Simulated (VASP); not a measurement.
# AgCl (Chlorargyrite) (Fm-3m) in VASP: a series of runs

Aim: see how the results for AgCl (Chlorargyrite) move with the level of theory and the settings. Levels: LDA, revPBE+dDsC. Tasks: single point.

Everything below comes from runs of VASP 6.6.1. Logs are shortened: lines on timing, memory, paths and dates and some standing lists are left out, and cuts for length are marked.

**What was measured.**

From a printed reference work, data compilation, for a bulk crystal of AgCl: band gap 3.249 eV (indirect).

How close the calculation comes is told below.

**1. The crystal as given**

Symmetry: Fm-3m, No. 225, cubic system. The conventional cell has a = 5.470 Å, b = 5.470 Å, c = 5.470 Å, α = 90.00°, β = 90.00°, γ = 90.00°. Ag (site symmetry m-3m) is surrounded by 6 Cl at 2.73 Å. Around Cl (site symmetry m-3m) lie 6 Ag at 2.73 Å.

**2. Single point, LDA**

The input, run.py:

```python
from ase.calculators.vasp import Vasp
from ase.dft.bandgap import bandgap
from ase.spacegroup import crystal

atoms = crystal(
    ['Ag', 'Cl'],
    basis=[[0.0, 0.0, 0.0], [0.5, 0.0, 0.0]],
    spacegroup=225,
    setting=1,
    cellpar=[5.47, 5.47, 5.47, 90.0, 90.0, 90.0],
    primitive_cell=True,
)
calc = Vasp(
    directory='calc',
    xc='lda',
    pp='LDA',
    setups='minimal',
    prec='Accurate',
    encut=500,
    ediff=1e-07,
    ismear=0,
    sigma=0.02,
    lreal=False,
    lasph=True,
    nelm=80,
    algo='Fast',
    isif=2,
    lwave=False,
    lcharg=True,
    lelf=True,
    lvhar=True,
    kpts=[8, 8, 8],
    gamma=True,
    nbands=16,
)
atoms.calc = calc

print('energy (eV):', atoms.get_potential_energy())
print('free energy (eV):', atoms.get_potential_energy(force_consistent=True))
print('forces (eV/A):')
print(atoms.get_forces())
print('stress (eV/A^3, Voigt):', atoms.get_stress())
print('Fermi level (eV):', calc.get_fermi_level())
gap, top, bottom = bandgap(calc)
print('band gap (eV):', gap, 'from (spin, k, band)', top, 'to', bottom)
```

Potentials or basis: VASP PAW LDA potentials, release 64 (Ag, Cl).

Launch:

```
python run.py
```

Standard output:

```text
energy (eV): -6.76240424
free energy (eV): -6.76240424
forces (eV/A):
[[ 0. -0.  0.]
 [-0.  0. -0.]]
stress (eV/A^3, Voigt): [ 0.02351045  0.02351045  0.02351045 -0.         -0.          0.        ]
Fermi level (eV): 4.21700007
band gap (eV): 0.6402999999999999 from (spin, k, band) (0, np.int64(4), np.int64(8)) to (0, np.int64(0), np.int64(9))
```

OUTCAR:

```text
ENCUT = 500.000000
   EDIFF = 1.00e-07
   PREC = Accurate
   ISIF = 2
   ISMEAR = 0
   NELM = 80
   LASPH = .TRUE.
   LREAL = .FALSE.

 ion  position               nearest neighbor table
   1  0.000  0.000  0.000-   2 2.73   2 2.73   2 2.73   2 2.73   2 2.73   2 2.73
   2  0.500  0.500  0.500-   1 2.73   1 2.73   1 2.73   1 2.73   1 2.73   1 2.73

  LATTYP: Found a face centered cubic cell.
 ALAT       =     5.4700000000

  Lattice vectors:

 A1 = (   0.0000000000,   2.7350000000,   2.7350000000)
 A2 = (   2.7350000000,   0.0000000000,   2.7350000000)
 A3 = (   2.7350000000,   2.7350000000,   0.0000000000)

Analysis of symmetry for initial positions (statically):
=====================================================================
 Subroutine PRICEL returns:
 Original cell was already a primitive cell.

 Routine SETGRP: Setting up the symmetry group for a
 face centered cubic supercell.

 Subroutine GETGRP returns: Found 48 space group operations
 (whereof 48 operations were pure point group operations)
 out of a pool of 48 trial point group operations.

The static configuration has the point symmetry O_h .

Analysis of symmetry for dynamics (positions and initial velocities):
=====================================================================
 Subroutine PRICEL returns:
 Original cell was already a primitive cell.

 Routine SETGRP: Setting up the symmetry group for a
 face centered cubic supercell.

 Subroutine GETGRP returns: Found 48 space group operations
 (whereof 48 operations were pure point group operations)
 out of a pool of 48 trial point group operations.

The dynamic configuration has the point symmetry O_h .

 Subroutine INISYM returns: Found 48 space group operations
 (whereof 48 operations are pure point group operations),
[... 120 lines left out ...]
   LORBIT       =      0    0 simple, 1 ext, 2 COOP (PROOUT), +10 PAW based schemes
   GGA     = CA    functional components
   LHFCALC =     F    Hartree Fock is set to
   AEXX    =    0.0000 exact exchange contribution
   IVDW    =     0    specifies the selected vdW correction
   LEPSILON=     F    determine dielectric tensor
   LRPA    =     F    only Hartree local field effects (RPA)
 non-spin polarized calculation
 RMM-DIIS sequential band-by-band and
 Gauss-broadening in eV      SIGMA  =   0.02
  energy-cutoff  :      500.00
  volume of cell :       40.92
 maximum number of plane-waves:      1056
   NGX = 15   NGY = 15   NGZ = 15

 number of electron      18.0000001 magnetization

 Free energy of the ion-electron system (eV)
  ---------------------------------------------------
  ext. energy  EPLUGINS =         0.00000000
  ---------------------------------------------------
  free energy    TOTEN  =        -6.76240424 eV

  energy without entropy =       -6.76240424  energy(sigma->0) =       -6.76240424

 E-fermi :   4.2170     XC(G=0): -10.6500

 val. band max:        4.1233236643   @ k =   0.5000   0.0000   0.0000
 cond. band min:       4.7635891290   @ k =   0.0000   0.0000   0.0000
 fundamental gap:      0.6402654648
 Fermi energy:         4.2170000701

 k-point     1 :       0.0000    0.0000    0.0000
  band No.  band energies     occupation
      1     -11.2112      2.00000
      2       1.4238      2.00000
      3       1.4238      2.00000
      4       1.4238      2.00000
      5       1.4652      2.00000
      6       1.4652      2.00000
[... 433 lines left out ...]
      3      -0.3010      2.00000
      4      -0.2405      2.00000
      5       1.7701      2.00000
      6       1.8459      2.00000
[... 8 lines left out ...]
     15      17.5885      0.00000
     16      19.1076      0.00000

 [... further k-points ...]
[... 5 lines left out ...]
  --------------------------------------------------------------------------------------
  -------------------------------------------------------------------------------------
  Total       -0.9619729     -0.9619729     -0.9619729      0.0000000      0.0000000      0.0000000
  in kB      -37.6679009    -37.6679009    -37.6679009      0.0000000      0.0000000      0.0000000
  external PRESSURE =     -37.6679009 kB  Pullay stress =       0.0000000 kB

 VOLUME and BASIS-vectors are now :
 -----------------------------------------------------------------------------
  energy-cutoff  :      500.00
  volume of cell :       40.92
      direct lattice vectors                 reciprocal lattice vectors
     0.000000000  2.735000000  2.735000000    -0.182815356  0.182815356  0.182815356
     2.735000000  0.000000000  2.735000000     0.182815356 -0.182815356  0.182815356
     2.735000000  2.735000000  0.000000000     0.182815356  0.182815356 -0.182815356

 POSITION                                       TOTAL-FORCE (eV/Angst)
 -----------------------------------------------------------------------------------
      0.00000      0.00000      0.00000         0.000000     -0.000000      0.000000
      2.73500      2.73500      2.73500        -0.000000      0.000000     -0.000000
 -----------------------------------------------------------------------------------
    total drift:                                0.000000      0.000000      0.000000

  FREE ENERGIE OF THE ION-ELECTRON SYSTEM (eV)
  ---------------------------------------------------
  free  energy   TOTEN  =        -6.7624042448 eV

  energy  without entropy=       -6.7624042448  energy(sigma->0) =       -6.76240424
```

INCAR:

```text
ENCUT = 500.000000
SIGMA = 0.020000
EDIFF = 1.00e-07
ALGO = Fast
PREC = Accurate
ISIF = 2
ISMEAR = 0
NBANDS = 16
NELM = 80
LASPH = .TRUE.
LCHARG = .TRUE.
LELF = .TRUE.
LVHAR = .TRUE.
LWAVE = .FALSE.
LREAL = .FALSE.
```

It took 9.2 s on 1 thread of Intel Xeon 6975P-C (Granite Rapids), shared host; peak memory 0.15 GiB.

What came out:

| Quantity | Value |
| --- | --- |
| Free energy | -6.7624 eV |
| Pressure | -3.8 GPa |
| Band gap on the k mesh | 0.64 eV, indirect (least direct gap 3.11 eV) |

**3. Single point, revPBE+dDsC**

run.py, as its differences from that of step 2:

```diff
@@ -14,9 +14,9 @@
     directory='calc',
-    xc='lda',
-    pp='LDA',
-    setups='minimal',
+    xc='revpbe',
+    pp='PBE',
+    setups='recommended',
     prec='Accurate',
-    encut=500,
-    ediff=1e-07,
-    ismear=0,
+    encut=520,
+    ediff=1e-06,
+    ismear=-1,
     sigma=0.02,
@@ -25,11 +25,9 @@
     nelm=80,
-    algo='Fast',
+    algo='Normal',
     isif=2,
     lwave=False,
-    lcharg=True,
-    lelf=True,
-    lvhar=True,
+    lcharg=False,
+    ivdw=4,
     kpts=[8, 8, 8],
     gamma=True,
-    nbands=16,
 )
```

Potentials or basis: VASP PAW PBE potentials, release 64 (Ag, Cl).

Launch:

```
python run.py
```

Standard output:

```text
energy (eV): -5.74768149
free energy (eV): -5.74768149
forces (eV/A):
[[ 0.  0. -0.]
 [ 0. -0.  0.]]
stress (eV/A^3, Voigt): [-0.00318721 -0.00318721 -0.00318721 -0.         -0.         -0.        ]
Fermi level (eV): 4.85534502
band gap (eV): 1.0258000000000003 from (spin, k, band) (0, np.int64(4), np.int64(8)) to (0, np.int64(0), np.int64(9))
```

OUTCAR:

```text
ENCUT = 520.000000
   EDIFF = 1.00e-06
   GGA = RE
   PREC = Accurate
   ISIF = 2
   ISMEAR = -1
   NELM = 80
   IVDW = 4
   LASPH = .TRUE.
   LREAL = .FALSE.
  IVDW =   4

 ion  position               nearest neighbor table
   1  0.000  0.000  0.000-   2 2.73   2 2.73   2 2.73   2 2.73   2 2.73   2 2.73
   2  0.500  0.500  0.500-   1 2.73   1 2.73   1 2.73   1 2.73   1 2.73   1 2.73

  LATTYP: Found a face centered cubic cell.
[... 594 lines left out ...]
  Total       0.13041     0.13041     0.13041     0.00000     0.00000     0.00000
  in kB       5.10648     5.10648     5.10648     0.00000     0.00000     0.00000
  external pressure =        5.11 kB  Pullay stress =        0.00 kB

 VOLUME and BASIS-vectors are now :
 -----------------------------------------------------------------------------
  energy-cutoff  :      520.00
  volume of cell :       40.92
      direct lattice vectors                 reciprocal lattice vectors
     0.000000000  2.735000000  2.735000000    -0.182815356  0.182815356  0.182815356
     2.735000000  0.000000000  2.735000000     0.182815356 -0.182815356  0.182815356
     2.735000000  2.735000000  0.000000000     0.182815356  0.182815356 -0.182815356

 POSITION                                       TOTAL-FORCE (eV/Angst)
 -----------------------------------------------------------------------------------
      0.00000      0.00000      0.00000         0.000000      0.000000     -0.000000
      2.73500      2.73500      2.73500         0.000000     -0.000000      0.000000
 -----------------------------------------------------------------------------------
    total drift:                               -0.000000      0.000000      0.000000

  FREE ENERGIE OF THE ION-ELECTRON SYSTEM (eV)
  ---------------------------------------------------
  free  energy   TOTEN  =        -5.7476814861 eV

  energy  without entropy=       -5.7476814861  energy(sigma->0) =       -5.74768149
```

INCAR:

```text
ENCUT = 520.000000
SIGMA = 0.020000
EDIFF = 1.00e-06
ALGO = Normal
GGA = RE
PREC = Accurate
ISIF = 2
ISMEAR = -1
NELM = 80
IVDW = 4
LASPH = .TRUE.
LCHARG = .FALSE.
LWAVE = .FALSE.
LREAL = .FALSE.
```

Run time: 14 s. Hardware: 1 thread of Intel Xeon 6975P-C (Granite Rapids), shared host; peak memory 0.17 GiB.

What came out:

* Free energy: -5.7477 eV
* Pressure: 0.5 GPa
* Band gap on the k mesh: 1.03 eV, indirect (least direct gap 3.43 eV)
* Hirshfeld charges: Ag +0.20; Cl -0.20 e
* Dispersion energy per atom: -0.526 eV

Caveat: the PAW data sets were made with another functional, which shifts forces and pressure a little.

**4. Comparison with measurements**

Step 2. Against the measured gap of AgCl, 3.249 eV (indirect; a printed reference work, data compilation), the calculated 0.64 eV is off by -2.61 eV. So large a miss can be the level of theory's own, or it may mean another phase, state or a wrong row. Spin-orbit coupling on Ag is left out. The value is that of LDA on a finite k mesh, which can miss the band edges, without temperature or zero-point motion. Semilocal functionals fall short of measured gaps as a rule.

Step 3. Against the measured gap of AgCl, 3.249 eV (indirect; a printed reference work, data compilation), the calculated 1.03 eV is off by -2.22 eV. So large a miss can be the level of theory's own, or it may mean another phase, state or a wrong row. Spin-orbit coupling on Ag is left out. The value is that of revPBE+dDsC on a finite k mesh, which can miss the band edges, without temperature or zero-point motion. Semilocal functionals fall short of measured gaps as a rule.
